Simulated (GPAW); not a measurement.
# CdS (Fm-3m) in GPAW: reference runs

Reference runs on CdS: the cell as given.

Program: GPAW 26.7.0. These are calculated values, not measurements. Logs are shortened: lines on timing, memory, paths and dates and some standing lists are left out, and cuts for length are marked. The log counts tension as positive stress, the text compression.

## Step 1: The crystal as given

Symmetry: Fm-3m, No. 225, cubic system. Conventional cell: a = 5.506 Å, b = 5.506 Å, c = 5.506 Å, α = 90.00°, β = 90.00°, γ = 90.00°. Around Cd (site symmetry m-3m) lie 6 S at 2.75 Å. S (site symmetry m-3m) is surrounded by 6 Cd at 2.75 Å.

Measurements of this composition are mostly on another form, of space group No. 186.

## Step 2: Single point, PBE

File run.py:

```python
from ase import Atoms
from ase.dft.bandgap import bandgap
from ase.io import write
from ase.units import GPa
from gpaw import GPAW, PW

atoms = Atoms(['Cd', 'S'],
              cell=[[0.0, 2.753244, 2.753244],
                    [2.753244, 0.0, 2.753244],
                    [2.753244, 2.753244, 0.0]],
              scaled_positions=[[0.0, 0.0, 0.0],
                                [0.5, 0.5, 0.5]],
              pbc=True)

calc = GPAW(mode=PW(600),
            xc='PBE',
            kpts={'size': (8, 8, 8), 'gamma': True},
            occupations={'name': 'fermi-dirac', 'width': 0.05},
            nbands=18,
            convergence={'density': 1e-05, 'energy': 1e-05},
            maxiter=150,
            txt='gpaw.txt')
atoms.calc = calc
energy = atoms.get_potential_energy()
forces = atoms.get_forces()
stress = atoms.get_stress()
calc.write('gs.gpw')
write('result.traj', atoms)
print(f'Energy: {energy:.6f} eV')
print('Forces (eV/A):')
print(forces.round(4))
print('Stress (GPa):', (stress / GPa).round(3))
print('Fermi level:', round(calc.get_fermi_level(), 4), 'eV')
print(f'Gap: {bandgap(calc)[0]:.4f} eV, direct: {bandgap(calc, direct=True)[0]:.4f} eV')
```

Potentials or basis: GPAW PAW data sets (gpaw-data 1.2.1), pw.

On the command line:

```sh
OMP_NUM_THREADS=1 python run.py
```

gpaw.txt:

```text
__  _  _
 | _ |_)|_||  |
 |__||  | ||/\| - 26.7.0

Input parameters:
  mode=PW(ecut=600.0),
  convergence={'density': 1e-05, 'energy': 1e-05},
  kpts=MonkhorstPack(size=(8, 8, 8), gamma=True),
  maxiter=150,
  nbands=18,
  occupations=Occupations(name='fermi-dirac', width=0.05),
  xc=XC(name='PBE')

Diagonalizing LCAO Hamiltonian
Converting LCAO to pw mode

                S

       Cd

Atoms  # Å, Bohr magnetons
|   | symbol |        x |        y |        z |    initial magnetic moments |
|---|--------|----------|----------|----------|-----------------------------|
| 0 |     Cd | 0.000000 | 0.000000 | 0.000000 | ( 0.0000,  0.0000,  0.0000) |
| 1 |      S | 2.753244 | 2.753244 | 2.753244 | ( 0.0000,  0.0000,  0.0000) |

Unit cell  # Å
| periodic |        x |        y |        z |  lengths |    angles |
|----------|----------|----------|----------|----------|-----------|
|      yes | 0.000000 | 2.753244 | 2.753244 | 3.893675 | 60.000000 |
|      yes | 2.753244 | 0.000000 | 2.753244 | 3.893675 | 60.000000 |
|      yes | 2.753244 | 2.753244 | 0.000000 | 3.893675 | 60.000000 |

Number of symmetries: 48
Symmetry operations  # r_c * U_cc + t_c -> r_c
|    | kind |            matrix            |
|----|------|------------------------------|
|  0 |  σ   |  1, 0, 0,  1, 0,-1,  1,-1, 0 |
|  1 |  C2  |  1, 0, 0,  1,-1, 0,  1, 0,-1 |
|  2 |  E   |  1, 0, 0,  0, 1, 0,  0, 0, 1 |
|  3 |  σ   |  1, 0, 0,  0, 0, 1,  0, 1, 0 |
|  4 |  C4  |  1, 0,-1,  1, 0, 0,  1,-1, 0 |
|  5 |  S6  |  1, 0,-1,  1,-1, 0,  1, 0, 0 |
|  6 |  σ   |  1, 0,-1,  0, 1,-1,  0, 0,-1 |
|  7 |  C3  |  1, 0,-1,  0, 0,-1,  0, 1,-1 |
|  8 |  S6  |  1,-1, 0,  1, 0, 0,  1, 0,-1 |
|  9 |  C4  |  1,-1, 0,  1, 0,-1,  1, 0, 0 |
| 10 |  C3  |  1,-1, 0,  0,-1, 1,  0,-1, 0 |
| 11 |  σ   |  1,-1, 0,  0,-1, 0,  0,-1, 1 |
| 12 |  σ   |  0, 1, 0,  1, 0, 0,  0, 0, 1 |
| 13 |  C4  |  0, 1, 0,  0, 1,-1, -1, 1, 0 |
| 14 |  C3  |  0, 1, 0,  0, 0, 1,  1, 0, 0 |
| 15 |  S6  |  0, 1, 0, -1, 1, 0,  0, 1,-1 |
| 16 |  C2  |  0, 1,-1,  1, 0,-1,  0, 0,-1 |
| 17 |  σ   |  0, 1,-1,  0, 1, 0, -1, 1, 0 |
| 18 |  S4  |  0, 1,-1,  0, 0,-1,  1, 0,-1 |
| 19 |  C4  |  0, 1,-1, -1, 1, 0,  0, 1, 0 |
| 20 |  C3  |  0, 0, 1,  1, 0, 0,  0, 1, 0 |
| 21 |  σ   |  0, 0, 1,  0, 1, 0,  1, 0, 0 |
| 22 |  S6  |  0, 0, 1,  0,-1, 1, -1, 0, 1 |
| 23 |  C4  |  0, 0, 1, -1, 0, 1,  0,-1, 1 |
| 24 |  S4  |  0, 0,-1,  1, 0,-1,  0, 1,-1 |
| 25 |  C3  |  0, 0,-1,  0, 1,-1,  1, 0,-1 |
| 26 |  C2  |  0, 0,-1,  0,-1, 0, -1, 0, 0 |
| 27 |  S6  |  0, 0,-1, -1, 0, 0,  0,-1, 0 |
| 28 |  S4  |  0,-1, 1,  1,-1, 0,  0,-1, 0 |
| 29 |  C4  |  0,-1, 1,  0, 0, 1, -1, 0, 1 |
| 30 |  C2  |  0,-1, 1,  0,-1, 0,  1,-1, 0 |
| 31 |  σ   |  0,-1, 1, -1, 0, 1,  0, 0, 1 |
| 32 |  C3  |  0,-1, 0,  1,-1, 0,  0,-1, 1 |
| 33 |  S6  |  0,-1, 0,  0, 0,-1, -1, 0, 0 |
| 34 |  S4  |  0,-1, 0,  0,-1, 1,  1,-1, 0 |
| 35 |  C2  |  0,-1, 0, -1, 0, 0,  0, 0,-1 |
| 36 |  C2  | -1, 1, 0,  0, 1, 0,  0, 1,-1 |
| 37 |  S6  | -1, 1, 0,  0, 1,-1,  0, 1, 0 |
| 38 |  S4  | -1, 1, 0, -1, 0, 1, -1, 0, 0 |
| 39 |  C3  | -1, 1, 0, -1, 0, 0, -1, 0, 1 |
| 40 |  S6  | -1, 0, 1,  0, 0, 1,  0,-1, 1 |
| 41 |  C2  | -1, 0, 1,  0,-1, 1,  0, 0, 1 |
| 42 |  C3  | -1, 0, 1, -1, 1, 0, -1, 0, 0 |
| 43 |  S4  | -1, 0, 1, -1, 0, 0, -1, 1, 0 |
| 44 |  C2  | -1, 0, 0,  0, 0,-1,  0,-1, 0 |
| 45 |  i   | -1, 0, 0,  0,-1, 0,  0, 0,-1 |
| 46 |  σ   | -1, 0, 0, -1, 1, 0, -1, 0, 1 |
| 47 |  C2  | -1, 0, 0, -1, 0, 1, -1, 1, 0 |

BZ-sampling:
  Number of BZ points: 512
  Number of IBZ points: 29

  Monkhorst-Pack size: [8, 8, 8]
  Monkhorst-Pack shift: [0.0625, 0.0625, 0.0625]

K-points  # in reciprocal-cell coordinates
|     |                                coordinates |     weight |
|-----|--------------------------------------------|------------|
|   0 | (  0.00000000,   0.00000000,   0.00000000) | 0.00195312 |
|   1 | (  0.12500000,   0.12500000,   0.00000000) | 0.01171875 |
|   2 | (  0.12500000,   0.12500000,   0.12500000) | 0.01562500 |
|   3 | (  0.25000000,   0.12500000,   0.12500000) | 0.02343750 |
|   4 | (  0.25000000,   0.25000000,   0.00000000) | 0.01171875 |
|   5 | (  0.25000000,   0.25000000,   0.12500000) | 0.04687500 |
|   6 | (  0.25000000,   0.25000000,   0.25000000) | 0.01562500 |
|   7 | (  0.37500000,   0.25000000,  -0.37500000) | 0.04687500 |
|   8 | (  0.37500000,   0.25000000,   0.12500000) | 0.04687500 |
|   9 | (  0.37500000,   0.25000000,   0.25000000) | 0.04687500 |
| ... |                                            |            |
|  28 | (  0.50000000,   0.50000000,   0.50000000) | 0.00781250 |

Plane wave coefficients: 1411
Cutoff: 600.0 eV

Spin-components: 1 (collinear spins)
Bands:           18
Projectors:      11
Spin-degeneracy: 2
Datatype:        complex128

Density:
  Valence electrons: 18.0
  Components: 1
  Grid points: [24 24 24]
  Charge: 0.0  # |e|

Potential:
  Grid points: [24 24 24]

species:
  Cd:
    name:    Cadmium
    Z:       48.0
    valence: 12
    core:    36
    charge:  0.0  # [|e|]
    compensation charges:
      type: gauss
      rc: 0.38  # [Å]
      lmax: 2
    cutoffs:
      filter: 2.12  # [Å]
      core: 2.62  # [Å]
    projectors
    | kind |    occ | energy [eV] | rcut [Å] |
    |------|--------|-------------|----------|
    |   5s |  2.000 |      -5.655 |    1.191 |
    |   5p |  0.000 |      -1.186 |    1.228 |
    |   4d | 10.000 |     -11.739 |    1.164 |
    |    s |        |      21.556 |    1.191 |
    |    p |        |      26.026 |    1.228 |
    |    d |        |      15.473 |    1.164 |

    Using partial waves for Cd as LCAO basis

  S:
    name:    Sulfur
    Z:       16.0
    valence: 6
    core:    10
    charge:  0.0  # [|e|]
    compensation charges:
      type: gauss
      rc: 0.24  # [Å]
      lmax: 2
    cutoffs:
      filter: 1.77  # [Å]
      core: 1.66  # [Å]
    projectors
    | kind |    occ | energy [eV] | rcut [Å] |
    |------|--------|-------------|----------|
    |   3s |  2.000 |     -17.254 |    0.974 |
    |   3p |  4.000 |      -7.008 |    0.979 |
    |    s |        |       9.957 |    0.974 |
    |    p |        |      20.203 |    0.979 |
    |    d |        |       0.000 |    0.900 |

    Using partial waves for S as LCAO basis

Reference energy: -163030.738234  # eV

eigensolver:
  PPCG
  Converge bands: occupied
  niter=2

density mixing:
  MSR1-Mixer
  Pratt-step length: 0.05
  Maximum mixing coefficient: 0.75
  Old densities: 10
  SVD Regularization: 0.005
  Good broyden scale: 1.0
  Trust region scale: 1.0
  Backstep threshold: 4.0
  History deletion threshold: 6.0
  Fourier metric: weight=20.0, sigma=0.015

occupation numbers:
  Fermi-Dirac:
    width: 0.0500  # eV

poisson solver:
  ecut: 4800.0  # eV

xc functional:
[... 9 lines left out ...]
|iter     | |      energy | eigst |  dens |
|---------|-|-------------|-------|-------|
|iter:   1| |   -6.625876 | -0.54 |       |
|iter:   2| |   -6.501024 | -2.34 | -1.11 |
|iter:   3| |   -6.068716 | -1.47 | -1.15 |
|iter:   4| |   -6.066688 | -3.52 | -1.77 |
|iter:   5| |   -6.066351 | -4.00 | -2.21 |
|iter:   6| |   -6.066390 | -5.77 | -3.10 |
|iter:   7| |   -6.066396c| -6.63 | -3.58 |
|iter:   8| |   -6.066396c| -7.54c| -4.72 |
|iter:   9| |   -6.066396c| -8.36c| -5.37c|

Converged in 9 steps
Energy contributions relative to reference atoms: (reference = -163030.738234)

Energy contributions:
  Kinetic:          16.913978
  Coulomb:         -15.015631
  Zero:              0.133464
  External:          0.000000
  Xc:               -8.097650
  Entropy:          -0.001115
  Spinorbit:         0.000000
  ----------------------------
  Free energy:      -6.066954
  Extrapolated:     -6.066396

dipole moment: (-17.985760, -17.985760, -17.985760)  # |e|*Ang

Fermi level: 5.624
Eigenvalues  # (at kpt = [0.000, 0.000, 0.000])
| band index |      eig [eV] | occ [0-2] |
|------------|---------------|-----------|
|          0 |        -7.244 |     2.000 |
|          1 |        -2.092 |     2.000 |
|          2 |        -2.092 |     2.000 |
|          3 |        -2.091 |     2.000 |
|          4 |        -2.091 |     2.000 |
|          5 |        -2.091 |     2.000 |
[... 10 lines left out ...]
|         16 |        16.699 |     0.000 |
|         17 |        17.483 |     0.000 |

Gap: 0.242 eV
Transition (v -> c):
  (s=0, k=28, n=8, [0.50, 0.50, 0.50]) -> (s=0, k=24, n=9, [0.50, 0.50, 0.00])
Direct/indirect transitions are different
Direct gap: 1.554 eV
Transition at: (s=0, k=0, n=8, [0.00, 0.00, 0.00])

Forces  # eV/Ang
|        x |       y |       z |
|----------|---------|---------|
|  0.00000 | 0.00000 | 0.00000 |  # Cd   0
| -0.00000 | 0.00000 | 0.00000 |  # S    1

Stress tensor  # eV/Ang^3
|        x |        y |        z |
|----------|----------|----------|
| 0.004382 | 0.000000 | 0.000000 |
| 0.000000 | 0.004382 | 0.000000 |
| 0.000000 | 0.000000 | 0.004382 |

# Writing to gs.gpw (mode='')
```

Run time: 16 s. Hardware: 1 thread of Arm Neoverse V1, shared host; peak memory 0.15 GiB.

Results:

```
Free energy            : -6.0670 eV
Pressure               : -0.7 GPa
Band gap on the k mesh : 0.24 eV, indirect (least direct gap 1.55 eV)
```
